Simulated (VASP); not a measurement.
Given:

```xyz
2
Lattice="0.0000 2.9514 2.9514 2.9514 0.0000 2.9514 2.9514 2.9514 0.0000" Properties=species:S:1:pos:R:3 pbc="T T T"
Li     0.0000     0.0000     0.0000
I      2.9514     2.9514     2.9514
```

These are PBEsol GGA with spin-orbit coupling, VASP's PBE PAW potentials (set 64) (plane waves; VASP) values and carry that method's errors. Run with 520 eV cut-off, 7×7×7 Γ-centred mesh, Gaussian smearing of 0.050 eV, potentials Li_sv I.

**Question.** The job: LiI (rock salt), 2 atoms, PBEsol+SOC, static run, 520 eV, 7×7×7 Γ-centred mesh. Roughly how much core time does it take on a busy server core?

**Answer.** About 60 core-seconds (one run on a shared machine, a rough figure). It had 20 irreducible k-points, 18 bands, up to 2822 plane waves and 13 electronic steps.

The compound is LiI in the rock salt structure. It was relaxed first, which changed the volume by -6 %.
